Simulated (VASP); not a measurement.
**B: relaxation of cell and atoms with PBE+D2**

The system is B.

```
B
1.0
     1.88524    0.00000    0.00000
     0.00000    1.88524    0.00000
     0.00000    0.00000    1.88524
B
1
Direct
  0.50000 0.50000 0.50000
```

The cell was built by a generator and needn't be a form met in nature.

```
Program                : VASP 6.6.1
Task                   : relaxation of cell and atoms
Functional             : PBE
Dispersion             : D2
Potentials or basis    : VASP PAW PBE potentials, release 64 (B)
Cutoff                 : 600 eV
k mesh                 : 14 × 14 × 14
Occupations            : fermi-dirac, width 0.05 eV
Spin                   : no spin polarisation
Further INCAR settings : ALGO = Normal; EDIFF = 1e-06; IBRION = 2; EDIFFG = -0.005; NSW = 40; ISIF = 3
```

```json
{
 "Relaxed volume": "6.53 Å³/atom",
 "Relaxed cell": "a = 1.869 Å, b = 1.869 Å, c = 1.869 Å, α = 90.00°, β = 90.00°, γ = 90.00°",
 "Space group after relaxing (to 0.05 Å)": "Pm-3m (No. 221)",
 "Energy gained by relaxing": "3.0 meV/atom",
 "Ionic steps": "3",
 "Pressure after relaxing": "0.0 GPa",
 "Band gap on the k mesh": "none (metal or under the smearing width)",
 "Dispersion energy per atom": "-0.289 eV"
}
```

The path:
```tsv
step	energy change (eV)	largest force (eV/Å)	pressure (GPa)	volume (Å³)
1	0.0000	0.0000	-5.63	6.70
2	-0.0027	0.0000	2.10	6.47
3	-0.0030	0.0000	0.01	6.53
```

Final structure:
```
B
1.0
     1.86929    0.00000    0.00000
     0.00000    1.86929    0.00000
     0.00000    0.00000    1.86929
B
1
Direct
  0.50000 0.50000 0.50000
```

Levels at points of the mesh, in eV from the Fermi level:
| k point | band 1 | band 2 | band 3 | band 4 | band 5 |
| --- | --- | --- | --- | --- | --- |
| (0.00, 0.00, 0.00) | -15.98 | 13.94 | 13.94 | 13.94 | 24.41 |
| (0.50, 0.00, 0.00) | -8.39 | -6.19 | 17.92 | 17.92 | 30.51 |
| (0.50, 0.50, 0.00) | -1.96 | -1.96 | 4.58 | 8.23 | 21.16 |
| (0.50, 0.50, 0.50) | 3.53 | 3.53 | 3.53 | 16.80 | 16.80 |

It used 5.5 s of CPU time on 1 thread of AMD EPYC 7R13 Processor (Zen 3), with other jobs on the host, which was overloaded at the time.

Caveat: atom-pairwise D2, TS and ULG terms overbind metals; pairwise dispersion overbinds metals, which lowers pressure and volume.
